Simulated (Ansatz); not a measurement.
## Band gap (eV)

Cell A: TiO2 (rutile, P4₂/mnm), 6 atoms in the cell; spin state with PBE: run without spin, k-point mesh 12×8×8 on the run's own vectors. Conventional cell: a = b = 4.6436 Å, c = 2.9637 Å, α = β = γ = 90.00°.

Cell B: RuO2 (rutile, P4₂/mnm), 6 atoms in the cell; spin state with PBE: run without spin, k-point mesh 12×8×8 on the run's own vectors. Conventional cell: a = b = 4.524 Å, c = 3.120 Å, α = β = γ = 90.00°.

Plane-wave PAW calculations with Ansatz (a quantum-chemistry and plane-wave program), its PAW set soft_1, cutoff 420 eV, 500 eV for r2SCAN. The structures are at rest with PBE; other levels are single points on them. Neutral cells; Fermi-Dirac smearing of at most 0.05 eV in the solids, energies taken to zero width. The lattices are those relaxed with PBE, so at other levels the solids can be strained, which adds to the spread. Cells are local rest points, mostly with their start's symmetry. The d electrons get no Hubbard U. The runs are scalar-relativistic, without spin-orbit coupling. A dispersion term ran beside these levels; it doesn't touch the electrons. Gaps are highest filled to lowest empty Kohn-Sham level on the run's k-point mesh, states of defects and surfaces included; edges off the mesh make the true gap smaller, and under 0.08 eV counts as none.

| cell | PBE | r2SCAN |
|---|---|---|
| A | 1.86 (direct) | [?] |
| B | none | none |

Some entries are withheld; supply them.


- A, r2SCAN: 2.19 (direct)
